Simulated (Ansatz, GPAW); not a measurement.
# Geometry or basis: what sets the conductance of a Pt chain with one Al atom in line, part 3 of 4

How well does a Pt chain with one Al atom in line conduct once its atoms have relaxed, and how much do cheaper levels lose?

GPAW 26.7.0 and Ansatz 0.2.0; Ansatz plane waves; relaxation of the junction with the lead ends held (the session's first sound run).

So far, transmission at the Fermi level (one spin): step 3 (plane waves, PBE) 1.02.

## (4) GPAW, dzp

Localised orbitals split the wire into layers that couple to their neighbours alone, which is what the Green's function method needs; double zeta with polarisation is the usual level for numbers.

This step: GPAW LCAO, PAW setups; Landauer transmission from Green's functions with principal layers (ASE), zero bias (GPAW 26.7.0).

run.py

```python
import json
import numpy as np
from ase import Atoms
from ase.transport.calculators import TransportCalculator
from gpaw import GPAW, FermiDirac
from gpaw.lcao.tools import get_lcao_hamiltonian
from scipy.linalg import eigh

# The junction with lead layers at both ends, along the third cell vector
device = Atoms(
    ['Pt', 'Pt', 'Pt', 'Pt', 'Pt', 'Pt', 'Pt', 'Pt', 'Al', 'Pt', 'Pt', 'Pt', 'Pt', 'Pt', 'Pt', 'Pt', 'Pt'],
    positions=[
        [4.50000, 4.50000, 1.20000],
        [4.50000, 4.50000, 3.60000],
        [4.50000, 4.50000, 6.00000],
        [4.50000, 4.50000, 8.40000],
        [4.50000, 4.50000, 10.80000],
        [4.50000, 4.50000, 13.20000],
        [4.69941, 4.92138, 15.58596],
        [4.28033, 4.10293, 17.96396],
        [4.50835, 4.50094, 20.33671],
        [4.55710, 4.05124, 22.71116],
        [4.50415, 4.96288, 25.09257],
        [4.50000, 4.50000, 27.47940],
        [4.50000, 4.50000, 29.87940],
        [4.50000, 4.50000, 32.27940],
        [4.50000, 4.50000, 34.67940],
        [4.50000, 4.50000, 37.07940],
        [4.50000, 4.50000, 39.47940]],
    cell=[[9.0, 0.0, 0.0], [0.0, 9.0, 0.0], [0.0, 0.0, 40.6794]],
    pbc=True)

# One principal layer of the lead: the first 5 atoms of the device
lead = Atoms(
    ['Pt', 'Pt', 'Pt', 'Pt', 'Pt'],
    positions=[
        [4.50000, 4.50000, 1.20000],
        [4.50000, 4.50000, 3.60000],
        [4.50000, 4.50000, 6.00000],
        [4.50000, 4.50000, 8.40000],
        [4.50000, 4.50000, 10.80000]],
    cell=[[9.0, 0.0, 0.0], [0.0, 9.0, 0.0], [0.0, 0.0, 12.0]],
    pbc=True)

settings = dict(mode='lcao', basis='dzp', xc='PBE', h=0.2,
                occupations=FermiDirac(0.1), maxiter=250,
                mixer=dict(beta=0.1, nmaxold=8, weight=100.0),
                convergence=dict(density=0.0001))
energies = np.arange(-2, 2 + 1e-9, 0.025)
eta = 0.0001
n1, n2 = 1, 1
# k and -k transmit alike, so half of the mesh across the current serves
mesh = [(i, j) for i in range(n1) for j in range(n2) if (i, j) <= (-i % n1, -j % n2)]
weights = np.array([1 if (i, j) == (-i % n1, -j % n2) else 2 for i, j in mesh]) / (n1 * n2)

# [... helper functions left out ...]
fermi_lead = ground_state(lead, (1, 1, 10), 'lead.txt')
fermi_device = ground_state(device, (1, 1, 2), 'device.txt')
# [... loop over the mesh left out, but for ...]
        # Shift the lead onto the potential of the device's first layer
        shift = ((H[:, 0, 0] - H0[:, 0, 0]) / S0[0, 0]).real.mean()
# [...]
kT = 8.617333e-5 * 300
bias = [0.1, 0.2, 0.5, 1.0, 1.5, 2.0]
# [... integrals and printing left out ...]
```

Command:

```bash
OMP_NUM_THREADS=1 OPENBLAS_NUM_THREADS=1 python run.py
```

Numbers of over 12 decimals in the logs are rounded to 6 here.

Log:

```text
basis functions: device 445, principal layer 135
Fermi level: lead -4.5367 eV, device -4.4373 eV; lead shifted by -0.0012 eV
largest coupling past the next layer 8.09e-06 eV, largest misfit of the first layer 0.239 eV
  E-E_F (eV)   T (one spin)  [channel counts left out]
    -2.000    1.0108e+00
    -1.975    1.0124e+00
    -1.950    1.0142e+00
    -1.925    1.0162e+00
    -1.900    1.0184e+00
    -1.875    1.0211e+00
    -1.850    1.0242e+00
    -1.825    1.0279e+00
    -1.800    1.0324e+00
    -1.775    1.0379e+00
    -1.750    1.0446e+00
    -1.725    1.0529e+00
    -1.700    1.0629e+00
    -1.675    1.0752e+00
    -1.650    1.0900e+00
    -1.625    1.1081e+00
[...]
1.825    7.6544e-01
     1.850    7.8899e-01
     1.875    8.1762e-01
     1.900    8.5305e-01
     1.925    8.9725e-01
     1.950    9.5010e-01
     1.975    9.9502e-01
     2.000    9.1939e-01
conductance at 300 K: 1.0108 G0 a cell; thermopower 3.917 uV/K
current from the zero-bias T(E) at 0.1 V: 7.8352 uA
current from the zero-bias T(E) at 0.2 V: 15.691 uA
current from the zero-bias T(E) at 0.5 V: 39.649 uA
current from the zero-bias T(E) at 1.0 V: 81.598 uA
current from the zero-bias T(E) at 1.5 V: 124.76 uA
current from the zero-bias T(E) at 2.0 V: 160.48 uA
```

Run time: 4.6 min. Hardware: 1 thread of Arm Neoverse V2, shared host; peak memory 1.5 GiB.

This step gave:

```yaml
conductance: 1.011 G₀
thermopower: 3.917 μV/K
largest_coupling_past_the_next_principal_layer: 8.09e-6 eV
largest_misfit_of_the_first_principal_layer: 0.2391 eV
shift_that_aligns_the_lead: -0.001179 eV
basis_functions_of_the_junction: 445
basis_functions_of_a_principal_layer: 135
transmission_at_the_fermi_level_one_spin: 1.010
```

One spin. Transmission, zone mean against energy, zero at the Fermi level:

```csv
energy (eV),"transmission, zone mean"
-2.000,1.01
-1.900,1.02
-1.800,1.03
-1.700,1.06
-1.600,1.13
-1.500,1.20
-1.400,1.22
-1.300,1.23
-1.225,1.25
-1.200,1.24
-1.100,1.17
-1.000,1.15
-0.900,1.17
-0.800,1.21
-0.700,1.29
-0.600,1.41
-0.525,1.54
-0.500,1.51
-0.400,1.22
-0.300,1.24
-0.275,1.33
-0.200,1.17
-0.100,1.07
0.000,1.01
0.100,0.961
0.200,0.917
0.300,0.831
0.400,0.898
0.500,0.903
0.600,0.887
0.700,0.829
0.800,0.673
0.900,0.639
1.000,0.620
1.100,0.610
1.200,0.607
1.300,0.610
1.400,0.618
1.500,0.633
1.600,0.656
1.700,0.690
1.800,0.746
1.900,0.853
1.975,0.995
2.000,0.919
```

Not self-consistent under bias; the bias window is split evenly. The current through one cell, from the zero-bias transmission by bias:

```csv
bias (V),"current through one cell, from the zero-bias transmission (μA)"
0.100,7.84
0.200,15.7
0.500,39.6
1.000,81.6
1.500,125
2.000,160
```

The transmission of the three most open eigenchannels by energy, zero at the Fermi level:

```csv
energy (eV),channel 1,channel 2,channel 3
-2.000,0.965,0.0371,0.00828
-1.900,0.941,0.0614,0.0157
-1.800,0.915,0.0894,0.0284
-1.700,0.902,0.114,0.0477
-1.600,0.928,0.129,0.0744
-1.500,0.966,0.136,0.0970
-1.400,0.986,0.131,0.103
-1.300,0.998,0.123,0.109
-1.200,0.996,0.137,0.108
-1.100,0.955,0.108,0.105
-1.000,0.938,0.111,0.0987
-0.900,0.956,0.113,0.101
-0.800,0.981,0.121,0.105
-0.700,0.986,0.150,0.148
-0.600,0.913,0.316,0.167
-0.500,0.992,0.418,0.0823
-0.400,0.970,0.218,0.0227
-0.300,0.813,0.401,0.0156
-0.200,0.983,0.112,0.0689
-0.100,0.976,0.0520,0.0385
0.000,0.949,0.0360,0.0247
0.100,0.921,0.0264,0.0133
0.200,0.893,0.0190,0.00537
0.300,0.818,0.0126,3.0e-4
0.400,0.889,0.00864,8.4e-5
0.500,0.897,0.00574,2.7e-5
0.600,0.884,0.00324,6.8e-6
0.700,0.828,7.3e-4,7.8e-7
0.800,0.673,3.8e-8,3.0e-12
0.900,0.639,3.8e-8,0
1.000,0.620,3.8e-8,0
1.100,0.610,3.9e-8,0
1.200,0.607,3.9e-8,0
1.300,0.610,3.9e-8,0
1.400,0.618,4.0e-8,0
1.500,0.633,4.0e-8,0
1.600,0.656,4.0e-8,0
1.700,0.690,4.0e-8,0
1.800,0.746,4.1e-8,0
1.900,0.853,4.1e-8,0
2.000,0.919,4.1e-8,0
```

At the Fermi level T is 1.01 against 1.02 in plane waves. Couplings past the next layer reach 8.1e-6 eV, small enough to drop; the matrix elements of the cell's first layer differ from the bulk lead's by up to 0.24 eV. That layer keeps its own values in the calculation, and only beyond it is the lead taken as perfect. The Fermi levels of lead and junction count from different zeros of potential, one for each periodic cell; with both set to zero, the small remaining shift is what aligns them. Without spin-orbit coupling, which is large for these atoms, channel counts and T are those of the scalar-relativistic bands. By hand: G = 1.011 × 77.48 μS = 78.3 μS, a resistance of 12.8 kΩ; at 0.1 V a linear junction would pass 7.83 μA, and the integral over the bias window gives 7.84 μA. Mott's formula, S = -(π²/3)(k_B²T/e) d ln T/dE, has the prefactor 7.33 μV/K·eV at 300 K; T = 1.023 at -0.025 eV and 0.9968 at 0.025 eV give a slope of -0.527 per eV and S = 3.86 μV/K, beside 3.92 μV/K from the thermal integral, which interpolates the same grid.

## (5) Single-zeta polarised basis

One radial function a shell plus polarisation makes the matrices smaller; the question is what that costs.

run.py, as its differences from that of step 4:

```diff
@@ -44,3 +44,3 @@
 
-settings = dict(mode='lcao', basis='dzp', xc='PBE', h=0.2,
+settings = dict(mode='lcao', basis='szp(dzp)', xc='PBE', h=0.2,
                 occupations=FermiDirac(0.1), maxiter=250,
```

Log:

```text
basis functions: device 249, principal layer 75
Fermi level: lead -4.6629 eV, device -4.5341 eV; lead shifted by -0.0042 eV
largest coupling past the next layer 8.13e-06 eV, largest misfit of the first layer 0.237 eV
  E-E_F (eV)   T (one spin)  [channel counts left out]
    -2.000    1.0132e+00
    -1.975    1.0148e+00
    -1.950    1.0166e+00
[...]
1.975    9.9683e-01
     2.000    8.9428e-01
conductance at 300 K: 1.0143 G0 a cell; thermopower 3.672 uV/K
current from the zero-bias T(E) at 0.1 V: 7.8617 uA
current from the zero-bias T(E) at 0.2 V: 15.741 uA
current from the zero-bias T(E) at 0.5 V: 39.477 uA
current from the zero-bias T(E) at 1.0 V: 80.687 uA
current from the zero-bias T(E) at 1.5 V: 123.74 uA
current from the zero-bias T(E) at 2.0 V: 159.61 uA
```

Elapsed: 2.5 min, on 1 thread; peak memory 1.5 GiB.

Numbers from this step:

```yaml
conductance: 1.014 G₀
thermopower: 3.672 μV/K
largest_coupling_past_the_next_principal_layer: 8.13e-6 eV
largest_misfit_of_the_first_principal_layer: 0.2367 eV
shift_that_aligns_the_lead: -0.004224 eV
basis_functions_of_the_junction: 249
basis_functions_of_a_principal_layer: 75
transmission_at_the_fermi_level_one_spin: 1.014
```

The conductance, 1.01 G₀, lies 0.3 % above that of the dzp run.

## (6) Minimal basis

The minimal basis is the cheapest rung: no second zeta and no polarisation.

run.py, as its differences from that of step 5:

```diff
@@ -44,3 +44,3 @@
 
-settings = dict(mode='lcao', basis='szp(dzp)', xc='PBE', h=0.2,
+settings = dict(mode='lcao', basis='sz(dzp)', xc='PBE', h=0.2,
                 occupations=FermiDirac(0.1), maxiter=250,
```

Log:

```text
basis functions: device 196, principal layer 60
Fermi level: lead -4.6766 eV, device -4.5449 eV; lead shifted by -0.0023 eV
largest coupling past the next layer 8.11e-06 eV, largest misfit of the first layer 0.086 eV
  E-E_F (eV)   T (one spin)  [channel counts left out]
    -2.000    1.0182e+00
    -1.975    1.0245e+00
    -1.950    1.0315e+00
[...]
1.975    1.7334e-01
     2.000    3.4225e-02
conductance at 300 K: 1.0032 G0 a cell; thermopower 4.189 uV/K
current from the zero-bias T(E) at 0.1 V: 7.7777 uA
current from the zero-bias T(E) at 0.2 V: 15.584 uA
current from the zero-bias T(E) at 0.5 V: 39.466 uA
current from the zero-bias T(E) at 1.0 V: 86.369 uA
current from the zero-bias T(E) at 1.5 V: 133.46 uA
current from the zero-bias T(E) at 2.0 V: 173.31 uA
```

Wall time 2.1 min (1 thread); peak memory 1.4 GiB.

Numbers from this step:

| Quantity | Value |
| --- | --- |
| conductance | 1.003 G₀ |
| thermopower | 4.189 μV/K |
| largest coupling past the next principal layer | 8.11e-6 eV |
| largest misfit of the first principal layer | 0.08582 eV |
| shift that aligns the lead | -0.002327 eV |
| basis functions of the junction | 196 |
| basis functions of a principal layer | 60 |
| transmission at the Fermi level (one spin) | 1.002 |

One spin. Transmission, zone mean against energy, zero at the Fermi level:

energy (eV), transmission, zone mean and a bar:
```
   -2.000       1.02 #################
   -1.800       1.09 ##################
   -1.600       1.27 #####################
   -1.400       1.42 ########################
   -1.200       1.44 ########################
   -1.000       1.39 #######################
   -0.800       1.44 ########################
   -0.600       1.67 ############################
   -0.525       1.80 ##############################
   -0.400       1.56 ##########################
   -0.200       1.16 ###################
    0.000       1.00 ################
    0.200       0.91 ###############
    0.400       0.91 ###############
    0.600       0.87 ##############
    0.800       0.65 ##########
    1.000       0.61 ##########
    1.200       0.59 ##########
    1.400       0.61 ##########
    1.600       0.64 ##########
    1.800       0.74 ############
    1.925       0.98 ################
    2.000       0.03
```

The conductance, 1.00 G₀, lies 0.8 % below that of the dzp run.

## (7) RPBE in the dzp basis: xc = "RPBE"

Back in the dzp basis, the functional changes from PBE to RPBE, to set the spread between functionals beside that between bases.

run.py, as its differences from that of step 6:

```diff
@@ -44,3 +44,3 @@
 
-settings = dict(mode='lcao', basis='sz(dzp)', xc='PBE', h=0.2,
+settings = dict(mode='lcao', basis='dzp', xc='RPBE', h=0.2,
                 occupations=FermiDirac(0.1), maxiter=250,
```

Log:

```text
basis functions: device 445, principal layer 135
Fermi level: lead -4.4322 eV, device -4.3338 eV; lead shifted by -0.0020 eV
largest coupling past the next layer 8.00e-06 eV, largest misfit of the first layer 0.238 eV
  E-E_F (eV)   T (one spin)  [channel counts left out]
    -2.000    1.0098e+00
    -1.975    1.0114e+00
    -1.950    1.0131e+00
[...]
1.975    9.9264e-01
     2.000    9.0748e-01
conductance at 300 K: 1.0086 G0 a cell; thermopower 3.876 uV/K
current from the zero-bias T(E) at 0.1 V: 7.8179 uA
current from the zero-bias T(E) at 0.2 V: 15.656 uA
current from the zero-bias T(E) at 0.5 V: 39.466 uA
current from the zero-bias T(E) at 1.0 V: 80.955 uA
current from the zero-bias T(E) at 1.5 V: 124.15 uA
current from the zero-bias T(E) at 2.0 V: 159.88 uA
```

Run time: 4.4 min. Hardware: 1 thread; peak memory 1.5 GiB.

This step gave:

- conductance: 1.009 G₀
- thermopower: 3.876 μV/K
- largest coupling past the next principal layer: 8.00e-6 eV
- largest misfit of the first principal layer: 0.2375 eV
- shift that aligns the lead: -0.001980 eV
- basis functions of the junction: 445
- basis functions of a principal layer: 135
- transmission at the Fermi level (one spin): 1.008

One spin. Transmission, zone mean against energy, zero at the Fermi level:

energy (eV), transmission, zone mean and a bar from the least value:
```
   -2.000       1.01 #############
   -1.900       1.02 #############
   -1.800       1.03 ##############
   -1.700       1.06 ###############
   -1.600       1.12 #################
   -1.500       1.20 ###################
   -1.400       1.22 ####################
   -1.300       1.23 ####################
   -1.225       1.25 #####################
   -1.200       1.24 #####################
   -1.100       1.17 ##################
   -1.000       1.15 ##################
   -0.900       1.17 ##################
   -0.800       1.21 ####################
   -0.700       1.29 ######################
   -0.600       1.42 ###########################
   -0.525       1.53 ##############################
   -0.500       1.47 ############################
   -0.400       1.21 ####################
   -0.300       1.24 #####################
   -0.200       1.16 ##################
   -0.100       1.07 ###############
    0.000       1.01 #############
    0.100       0.96 ###########
    0.200       0.92 ##########
    0.300       0.84 ########
    0.400       0.90 ##########
    0.500       0.90 ##########
    0.600       0.89 #########
    0.700       0.83 #######
    0.800       0.68 ##
    0.900       0.64 #
    1.000       0.62 #
    1.100       0.61 
    1.200       0.61 
    1.300       0.61 
    1.400       0.61 
    1.500       0.63 #
    1.600       0.65 #
    1.700       0.68 ##
    1.800       0.73 ####
    1.900       0.83 #######
    1.975       0.99 #############
    2.000       0.91 ##########
```

The conductance, 1.01 G₀, lies 0.2 % below that of the dzp run.

## (8) The structure as built: geometry = "as built"

The dzp basis with PBE on the structure as first built shows what the relaxation was worth.

run.py, as its differences from that of step 7:

```diff
@@ -18,7 +18,7 @@
         [4.50000, 4.50000, 13.20000],
-        [4.69941, 4.92138, 15.58596],
-        [4.28033, 4.10293, 17.96396],
-        [4.50835, 4.50094, 20.33671],
-        [4.55710, 4.05124, 22.71116],
-        [4.50415, 4.96288, 25.09257],
+        [4.50000, 4.50000, 15.60000],
+        [4.50000, 4.50000, 18.00000],
+        [4.50000, 4.50000, 20.33970],
+        [4.50000, 4.50000, 22.67940],
+        [4.50000, 4.50000, 25.07940],
         [4.50000, 4.50000, 27.47940],
@@ -44,3 +44,3 @@
 
-settings = dict(mode='lcao', basis='dzp', xc='RPBE', h=0.2,
+settings = dict(mode='lcao', basis='dzp', xc='PBE', h=0.2,
                 occupations=FermiDirac(0.1), maxiter=250,
```

Log:

```text
basis functions: device 445, principal layer 135
Fermi level: lead -4.5367 eV, device -4.4359 eV; lead shifted by -0.0059 eV
largest coupling past the next layer 8.09e-06 eV, largest misfit of the first layer 0.218 eV
  E-E_F (eV)   T (one spin)  [channel counts left out]
    -2.000    1.0773e+00
    -1.975    1.0786e+00
    -1.950    1.0798e+00
[...]
1.975    8.4717e-01
     2.000    8.4638e-01
conductance at 300 K: 1.3635 G0 a cell; thermopower 0.4819 uV/K
current from the zero-bias T(E) at 0.1 V: 10.555 uA
current from the zero-bias T(E) at 0.2 V: 21.053 uA
current from the zero-bias T(E) at 0.5 V: 51.709 uA
current from the zero-bias T(E) at 1.0 V: 98.729 uA
current from the zero-bias T(E) at 1.5 V: 141.41 uA
current from the zero-bias T(E) at 2.0 V: 182 uA
```

Wall time 3.9 min (1 thread); peak memory 1.5 GiB.

Numbers from this step:

- conductance: 1.363 G₀
- largest coupling past the next principal layer: 8.09e-6 eV
- largest misfit of the first principal layer: 0.2182 eV
- shift that aligns the lead: -0.005930 eV
- transmission at the Fermi level (one spin): 1.367

The conductance, 1.36 G₀, lies 35 % above that of the dzp run.

## (9) Cost and result by level

Times are wall times on the hardware named with each run. Results by setting:

```csv
no.,run,conductance (G₀),time,memory (GiB)
1,pw PBE,1.019,2 min,5.0
2,dzp,1.011,4.6 min,1.5
3,szp,1.014,2.5 min,1.5
4,sz,1.003,2.1 min,1.4
5,dzp RPBE,1.009,4.4 min,1.5
6,asbuilt,1.363,3.9 min,1.5
```

## (10) The levels side by side

The curves are compared point by point over the common energies.

This step: comparison of transmission and cost over codes, levels and geometry (GPAW 26.7.0).

Ladder, by row:

```csv
step,code,T at the Fermi level (sum over the listed spins),conductance (G0),r.m.s. T(E) from the first,wall time (s),peak memory (GiB),threads
pw-pbe,Ansatz,1.018,1.019,0,122.9,5.038,4
dzp,GPAW,1.01,1.011,0.05392,276.9,1.53,1
szp,GPAW,1.014,1.014,0.05541,150.8,1.47,1
sz,GPAW,1.002,1.003,0.1922,123.3,1.42,1
dzp-RPBE,GPAW,1.008,1.009,0.05123,261,1.54,1
asbuilt,GPAW,1.367,1.363,0.1806,233.2,1.53,1
```

(Part 3 of 4 ends here.)

[Logs are printed without paths, hosts, clocks, repeated set-up lines and the standing remarks that a program may print on its own settings, such as how far it seeks lower states.]

[Hosts, paths, dates, database ids (printed as entryN), source tags and the programs' standing remarks are cut or masked in the printed files.]
